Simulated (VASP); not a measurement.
# Y4N5 in VASP: further runs

Runs on Y4N5. Level: PBE. Tasks: single point.

Program: VASP 6.6.1. These are calculated values, not measurements. Logs are shortened: lines on timing, memory, paths and dates and some standing lists are left out, and cuts for length are marked.

### Step 1. Starting point

The cell holds a slab with vacuum, 9 atoms: a = 3.449 Å, b = 3.449 Å, c = 17.263 Å, α = 90.00°, β = 90.00°, γ = 120.00°.

### Step 2. Single point, PBE

The input, INCAR:

```
PREC = Accurate ; ENCUT = 460
EDIFF = 1E-7 ; ISMEAR = 1
SIGMA = 0.1 ; LREAL = False
LASPH = True ; NELM = 120
ALGO = Normal ; ISIF = 2
LWAVE = False ; LCHARG = False
LDIPOL = True ; IDIPOL = 3
DIPOL = 0.5 0.5 0.500 ; GGA = PE
NBANDS = 52 ; LVHAR = True
LVACPOTAV = True
```

The input, KPOINTS:

```
Automatic mesh
0
Gamma
  9 9 1
```

The input, POSCAR:

```
Y4N5
1.0
    3.4485597718      0.0000000000      0.0000000000
   -1.7242798859      2.9865403689      0.0000000000
    0.0000000000      0.0000000000     17.2629490514
N Y
5 4
Direct
    0.3333333333      0.6666666667      0.1737825902
    0.0000000000      0.0000000000      0.3368912951
    0.6666666667      0.3333333333      0.5000000000
    0.3333333333      0.6666666667      0.6631087049
    0.0000000000      0.0000000000      0.8262174098
    0.6666666667      0.3333333333      0.2553369426
    0.3333333333      0.6666666667      0.4184456475
    0.0000000000      0.0000000000      0.5815543525
    0.6666666667      0.3333333333      0.7446630574
```

Potentials or basis: VASP PAW PBE potentials, release 64 (N, Y_sv).

Command:

```bash
cat potpaw_PBE.64/N/POTCAR potpaw_PBE.64/Y_sv/POTCAR > POTCAR
mpirun -np 1 vasp_std > vasp.out
```

OUTCAR:

```text
PREC = Accurate
   ENCUT = 460
   EDIFF = 1E-7
   ISMEAR = 1
   LREAL = False
   LASPH = True
   NELM = 120
   ISIF = 2
   GGA = PE

 Found     12 irreducible k-points:

 Following reciprocal coordinates:
            Coordinates               Weight
  0.000000  0.000000  0.000000      1.000000
  0.111111  0.000000  0.000000      6.000000
  0.222222  0.000000  0.000000      6.000000
  0.333333  0.000000  0.000000      6.000000
  0.444444  0.000000  0.000000      6.000000
  0.111111  0.111111  0.000000      6.000000
   k-points           NKPTS =     12   k-points in BZ     NKDIM =     12   number of bands    NBANDS=     52
   number of dos      NEDOS =    301   number of ions     NIONS =      9
   total plane-waves  NPLWV =  72576
   dimension x,y,z NGX =    24 NGY =   24 NGZ =  126
   dimension x,y,z NGXF=    48 NGYF=   48 NGZF=  252
   ions per type =               5   4
   NGX,Y,Z   is equivalent  to a cutoff of  11.57, 11.57, 12.13 a.u.
   NGXF,Y,Z  is equivalent  to a cutoff of  23.14, 23.14, 24.27 a.u.
 SYSTEM =  unknown system
   PREC   = accura    normal or accurate (medium, high low for compatibility)
   ISTART =      0    job   : 0-new  1-cont  2-samecut
   ICHARG =      2    charge: 1-file 2-atom 10-const
   ISPIN  =      1    spin polarized calculation?
   LNONCOLLINEAR =      F non collinear calculations
   LSORBIT =      F    spin-orbit coupling
   LASPH  =      T    aspherical Exc in radial PAW
   ENCUT  =  460.0 eV  33.81 Ry    5.81 a.u.   6.03  6.03 30.19*2*pi/ulx,y,z
   NELM   =    120;   NELMIN=  2; NELMDL= -5     # of ELM steps
   EDIFF  = 0.1E-06   stopping-criterion for ELM
   LREAL  =      F    real-space projection
   EDIFFG = 0.1E-05   stopping-criterion for IOM
   NSW    =      0    number of steps for IOM
   IBRION =     -1    ionic relax: 0-MD 1-quasi-New 2-CG
   NFREE  =      0    steps in history (QN), initial steepest desc. (CG)
   ISIF   =      2    stress and relaxation
   ISYM   =      2    0-nonsym 1-usesym 2-fastsym
   POTIM  = 0.5000    time-step for ionic-motion
   TEBEG  =    0.0;   TEEND  =   0.0 temperature during run
   PSTRESS=    0.0 pullay stress
   NELECT =      69.0000    total number of electrons
   NUPDOWN=      -1.0000    fix difference up-down
   EMIN   =  10.00;   EMAX   =-10.00  energy-range for DOS
   EFERMI =   0.00;   METHOD = LEGACY
   ISMEAR =     1;   SIGMA  =   0.10  broadening in eV -4-tet -1-fermi 0-gaus
   EFERMI_NEDOS =   21; number of points for ismear=-14 and -15
   IALGO  =     38    algorithm
   IMIX   =      4    mixing-type and parameters
     AMIX     =   0.40;   BMIX     =  1.00
     AMIX_MAG =   1.60;   BMIX_MAG =  1.00
  volume/ion in A,a.u.               =      19.76       133.31
  Fermi-wavevector in a.u.,A,eV,Ry     =   1.194128  2.256574 19.401108  1.425941
  Thomas-Fermi vector in A             =   2.330125
   LORBIT       =      0    0 simple, 1 ext, 2 COOP (PROOUT), +10 PAW based schemes
   GGA     = PE    functional components
   LHFCALC =     F    Hartree Fock is set to
   AEXX    =    0.0000 exact exchange contribution
   IVDW    =     0    specifies the selected vdW correction
   LEPSILON=     F    determine dielectric tensor
   LRPA    =     F    only Hartree local field effects (RPA)
 non-spin polarized calculation
 Methfessel and Paxton  Order N= 1 SIGMA  =   0.10
  energy-cutoff  :      460.00
  volume of cell :      177.80
 maximum number of plane-waves:      4038
   NGX = 13   NGY = 13   NGZ = 61

 dipolmoment           0.000000      0.000000     -0.000000 electrons x Angstroem

 number of electron      69.0000014 magnetization

 dipolmoment           0.000000      0.000000      0.000000 electrons x Angstroem

 Free energy of the ion-electron system (eV)
  ---------------------------------------------------
  ext. energy  EPLUGINS =         0.00000000
  ---------------------------------------------------
  free energy    TOTEN  =       -73.51063148 eV

  energy without entropy =      -73.49287143  energy(sigma->0) =      -73.50471146

 E-fermi :   0.5350     XC(G=0):  -8.8082

 val. band max:        0.5308203042   @ k =   0.0000   0.0000   0.0000
 cond. band min:       0.5418763950   @ k =   0.2222   0.1111   0.0000
 fundamental gap:      0.0110560908
 Fermi energy:         0.5350234969

 k-point     1 :       0.0000    0.0000    0.0000
  band No.  band energies     occupation
      1     -40.5368      2.00000
      2     -40.4754      2.00000
      3     -40.0998      2.00000
      4     -40.0994      2.00000
      5     -21.1866      2.00000
      6     -20.7469      2.00000
[... 38 lines left out ...]
     45       5.7503      0.00000
     46       5.7503      0.00000

 k-point     2 :       0.1111    0.0000    0.0000
  band No.  band energies     occupation
      1     -40.5255      2.00000
      2     -40.4673      2.00000
      3     -40.0906      2.00000
      4     -40.0903      2.00000
      5     -21.1419      2.00000
      6     -20.7397      2.00000
[... 38 lines left out ...]
     45       5.6704      0.00000
     46       5.9394      0.00000

 k-point     3 :       0.2222    0.0000    0.0000
  band No.  band energies     occupation
      1     -40.4961      2.00000
      2     -40.4474      2.00000
      3     -40.0673      2.00000
      4     -40.0671      2.00000
      5     -21.0305      2.00000
      6     -20.7971      2.00000
[... 136 lines left out ...]
     45       7.3231      0.00000
     46       7.4974      0.00000

 k-point     6 :       0.1111    0.1111    0.0000
  band No.  band energies     occupation
      1     -40.5051      2.00000
      2     -40.4533      2.00000
      3     -40.0744      2.00000
      4     -40.0741      2.00000
      5     -21.0628      2.00000
      6     -20.7567      2.00000
[... 38 lines left out ...]
     45       5.8446      0.00000
     46       6.2116      0.00000

 [... further k-points ...]

 [bands above 46 left out]

------------------------ aborting loop because EDIFF is reached ----------------------------------------

  FORCE on cell =-STRESS in cart. coord.  units (eV):
  Direction    XX          YY          ZZ          XY          YZ          ZX
  --------------------------------------------------------------------------------------
  -------------------------------------------------------------------------------------
  Total        0.3451640      0.3451640     -3.8282617     -0.0000000      0.0000000      0.0000000
  in kB        3.1103910      3.1103910    -34.4977730     -0.0000000      0.0000000      0.0000000
  external PRESSURE =      -9.4256637 kB  Pullay stress =       0.0000000 kB

 VOLUME and BASIS-vectors are now :
 -----------------------------------------------------------------------------
  energy-cutoff  :      460.00
  volume of cell :      177.80
      direct lattice vectors                 reciprocal lattice vectors
     3.448559772  0.000000000  0.000000000     0.289976125  0.167417794  0.000000000
    -1.724279886  2.986540369  0.000000000     0.000000000  0.334835588  0.000000000
     0.000000000  0.000000000 17.262949051     0.000000000  0.000000000  0.057927530

 POSITION                                       TOTAL-FORCE (eV/Angst)
 -----------------------------------------------------------------------------------
     -0.00000      1.99103      3.00000        -0.000000     -0.000000      1.840691
      0.00000      0.00000      5.81574        -0.000000      0.000000      0.349896
      1.72428      0.99551      8.63147        -0.000000      0.000000      0.000000
     -0.00000      1.99103     11.44721         0.000000     -0.000000     -0.349896
      0.00000      0.00000     14.26295         0.000000      0.000000     -1.840691
      1.72428      0.99551      4.40787         0.000000      0.000000     -2.258726
     -0.00000      1.99103      7.22361        -0.000000      0.000000     -0.093259
      0.00000      0.00000     10.03934         0.000000      0.000000      0.093259
      1.72428      0.99551     12.85508        -0.000000      0.000000      2.258726
 -----------------------------------------------------------------------------------
    total drift:                                0.000000     -0.000000      0.000000

  FREE ENERGIE OF THE ION-ELECTRON SYSTEM (eV)
  ---------------------------------------------------
  free  energy   TOTEN  =       -73.5106314751 eV

  energy  without entropy=      -73.4928714298  energy(sigma->0) =      -73.50471146
```

Run time: 2.3 min. Hardware: 1 thread of AMD EPYC 9R14 (Zen 4), shared host; peak memory 0.25 GiB.

The run converged, but some of its settings lie outside the range that counts as converged, so its numbers aren't taken as properties of the slab.

What came out:

```yaml
Free_energy: -73.5106 eV
Largest_force: 2.259 eV/Å
Band_gap_on_the_k_mesh: none (metal or under the smearing width)
```

Caveat: the cutoff is under 1.25 times the usual one of these potentials, so pressure, stress and relaxed cells hold a basis-set (Pulay) error.

### Step 3. Single point, PBE

This run uses another cell than the first one, of 26.62 Å³/atom, 1.348 times its volume.

INCAR: that of step 2 with these lines changed.

```diff
@@ -1,2 +1,2 @@
-PREC = Accurate ; ENCUT = 460
+PREC = Accurate ; ENCUT = 650
 EDIFF = 1E-7 ; ISMEAR = 1
```

The input, KPOINTS:

```
Automatic mesh
0
Gamma
  6 6 1
```

The input, POSCAR:

```
Y4N5
1.0
    3.4485597718      0.0000000000      0.0000000000
   -1.7242798859      2.9865403689      0.0000000000
    0.0000000000      0.0000000000     23.2629490514
N Y
5 4
Direct
    0.3333333333      0.6666666667      0.2579208675
    0.0000000000      0.0000000000      0.3789604338
    0.6666666667      0.3333333333      0.5000000000
    0.3333333333      0.6666666667      0.6210395662
    0.0000000000      0.0000000000      0.7420791325
    0.6666666667      0.3333333333      0.3184406506
    0.3333333333      0.6666666667      0.4394802169
    0.0000000000      0.0000000000      0.5605197831
    0.6666666667      0.3333333333      0.6815593494
```

Potentials or basis: VASP PAW PBE potentials, release 64 (N, Y_sv).

Command:

```bash
cat potpaw_PBE.64/N/POTCAR potpaw_PBE.64/Y_sv/POTCAR > POTCAR
mpirun -np 1 vasp_std > vasp.out
```

Run time: 4.2 min. Hardware: 1 thread of AMD EPYC 9R14 (Zen 4), shared host; peak memory 0.41 GiB.

The run converged, but some of its settings lie outside the range that counts as converged, so its numbers aren't taken as properties of the slab.

What came out:

```
Free energy                     : -73.5056 eV
Largest force                   : 2.196 eV/Å
Band gap on the k mesh          : none (metal or under the smearing width)
Work function of the upper face : 8.14 eV
Work function of the lower face : 8.14 eV
```

### Step 4. Single point, PBE

This run uses another cell than the first one, of 24.33 Å³/atom, 1.232 times its volume.

INCAR: that of step 3 with these lines changed.

```diff
@@ -1,2 +1,2 @@
-PREC = Accurate ; ENCUT = 650
+PREC = Accurate ; ENCUT = 460
 EDIFF = 1E-7 ; ISMEAR = 1
```

The input, KPOINTS:

```
Automatic mesh
0
Gamma
  9 9 1
```

The input, POSCAR:

```
Y4N5
1.0
    3.4485597718      0.0000000000      0.0000000000
   -1.7242798859      2.9865403689      0.0000000000
    0.0000000000      0.0000000000     21.2629490514
N Y
5 4
Direct
    0.3333333333      0.6666666667      0.2351508245
    0.0000000000      0.0000000000      0.3675754122
    0.6666666667      0.3333333333      0.5000000000
    0.3333333333      0.6666666667      0.6324245878
    0.0000000000      0.0000000000      0.7648491755
    0.6666666667      0.3333333333      0.3013631183
    0.3333333333      0.6666666667      0.4337877061
    0.0000000000      0.0000000000      0.5662122939
    0.6666666667      0.3333333333      0.6986368817
```

Command:

```bash
cat potpaw_PBE.64/N/POTCAR potpaw_PBE.64/Y_sv/POTCAR > POTCAR
mpirun -np 1 vasp_std > vasp.out
```

Run time: 2.9 min. Hardware: 1 thread of AMD EPYC 9R14 (Zen 4), shared host; peak memory 0.3 GiB.

The run converged, but some of its settings lie outside the range that counts as converged, so its numbers aren't taken as properties of the slab.

What came out:

| Item | Value |
| --- | --- |
| Free energy | -73.5097 eV |
| Largest force | 2.259 eV/Å |
| Band gap on the k mesh | none (metal or under the smearing width) |
| Work function of the upper face | 8.14 eV |
| Work function of the lower face | 8.14 eV |

Caveat: the cutoff is under 1.25 times the usual one of these potentials, so pressure, stress and relaxed cells hold a basis-set (Pulay) error.

### Step 5. Single point, PBE

INCAR is that of step 4.

The input, KPOINTS:

```
Automatic mesh
0
Gamma
  14 14 1
```

The input, POSCAR:

```
Y4N5
1.0
    3.4485597718      0.0000000000      0.0000000000
   -1.7242798859      2.9865403689      0.0000000000
    0.0000000000      0.0000000000     17.2629490514
N Y
5 4
Direct
    0.3333333333      0.6666666667      0.1737825902
    0.0000000000      0.0000000000      0.3368912951
    0.6666666667      0.3333333333      0.5000000000
    0.3333333333      0.6666666667      0.6631087049
    0.0000000000      0.0000000000      0.8262174098
    0.6666666667      0.3333333333      0.2553369426
    0.3333333333      0.6666666667      0.4184456475
    0.0000000000      0.0000000000      0.5815543525
    0.6666666667      0.3333333333      0.7446630574
```

Command:

```bash
cat potpaw_PBE.64/N/POTCAR potpaw_PBE.64/Y_sv/POTCAR > POTCAR
mpirun -np 1 vasp_std > vasp.out
```

Run time: 4.2 min. Hardware: 1 thread of AMD EPYC 9R14 (Zen 4), shared host; peak memory 0.3 GiB.

The run converged, but some of its settings lie outside the range that counts as converged, so its numbers aren't taken as properties of the slab.

Results:

```
Free energy            : -73.5139 eV
Largest force          : 2.263 eV/Å
Band gap on the k mesh : none (metal or under the smearing width)
```

Caveat: the cutoff is under 1.25 times the usual one of these potentials, so pressure, stress and relaxed cells hold a basis-set (Pulay) error.

(Continued in part 2 of 2.)
